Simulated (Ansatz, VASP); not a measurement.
AlN: VASP beside Ansatz

```
Al N
1.0
     3.26735    0.00000    0.00000
    -1.63368    2.82961    0.00000
     0.00000    0.00000    4.13097
Al N
2 2
Direct
  0.33333 0.66667 0.75000
  0.66667 0.33333 0.25000
  0.33333 0.66667 0.25000
  0.66667 0.33333 0.75000
```

Measurements of this composition are mostly on another form, of space group No. 186.

Alike in both runs: task single point; functional r2SCAN; k mesh 6 × 6 × 4; no spin polarisation.

|  | VASP | Ansatz |
| --- | --- | --- |
| version | VASP 6.6.1 | Ansatz 0.2.0 |
| potentials or method | VASP PAW PBE potentials, release 64 (Al, N) | plane waves, PAW |
| plane-wave cutoff (eV) | 520 | 500 |
| occupations | gaussian, width 0.01 eV | fixed |
| valence electrons in the cell | 16 | 16 |

Ansatz gave:

- pressure (GPa): 4.1
- largest component of the traceless stress (GPa): 1.39

Question: What did VASP give for the same quantities?

Answer: Pressure (GPa): 3.5; largest component of the traceless stress (GPa): 1.66.

Caveats: the PAW data sets were made with another functional, which shifts forces and pressure a little (VASP). A k mesh can miss the band edges. r2SCAN opens gaps a little over a GGA but as a rule still falls short of measured ones.
